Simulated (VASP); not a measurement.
Write the native input for VASP 6.6.1 that does the following.

```yaml
Task: work function
Functional: r2SCAN
Dispersion: rVV10
Potentials_or_basis: VASP PAW PBE potentials, release 64 (Ir)
Cutoff: 520 eV
k_mesh: 16 × 16 × 1
Occupations: methfessel-paxton, width 0.1 eV
Spin: no spin polarisation
Dipole_correction: yes
Further_INCAR_settings: ALGO = Normal; EDIFF = 1e-06
```

The structure of Ir lies in POSCAR:

```
Ir                                      
1.0
    2.6997849600      0.0000000000      0.0000000000
   -1.3498924800      2.3380823200      0.0000000000
    0.0000000000      0.0000000000     27.9144866300
  Ir            
     4
Direct
     0.6666669999999968    0.3333330000000032    0.3819737816385181
     0.3333340000000007    0.6666659999999993    0.4605984101189439
     0.0000000000000000    0.0000000000000000    0.5394015898810560
     0.6666669999999968    0.3333330000000032    0.6180262183614819
```

The cell was built by a generator and needn't be a form met in nature.

These files were run (other wordings do the same):

INCAR

```
SYSTEM = Ir
  PREC = Accurate
  ENCUT = 520
  EDIFF = 1E-6
  ISMEAR = 1
  SIGMA = 0.1
  LREAL = .FALSE.
  LASPH = .TRUE.
  NELM = 60
  ALGO = Normal
  ISIF = 2
  LWAVE = .FALSE.
  LCHARG = .TRUE.
  LDIPOL = .TRUE.
  IDIPOL = 3
  DIPOL = 0.5 0.5 0.500
  METAGGA = R2SCAN
  LMIXTAU = .TRUE.
  LUSE_VDW = .TRUE.
  IVDW_NL = 2
  BPARAM = 11.95
  CPARAM = 0.0093
  LELF = .TRUE.
  LVHAR = .TRUE.
  LVACPOTAV = .TRUE.
```

KPOINTS

```
Automatic mesh
0
G
  16 16 1
  0 0 0
```

Potentials or basis: VASP PAW PBE potentials, release 64 (Ir).

Run with:

```console
$ cat potpaw_PBE.64/Ir/POTCAR > POTCAR
$ mpirun -np 1 vasp_std > vasp.out
```

It gave:

The largest force is 0.113 eV/Å, the band gap on the k mesh is none (metal or under the smearing width) and the work function of the upper face is 5.95 eV. The work function of the lower face is 5.95 eV.

Caveat: the PAW data sets were made with another functional, which shifts forces and pressure a little.

Run time: 16 min on 1 thread of AMD EPYC 9R45 96-Core Processor (Zen 5) (shared host), peak memory 0.62 GiB.
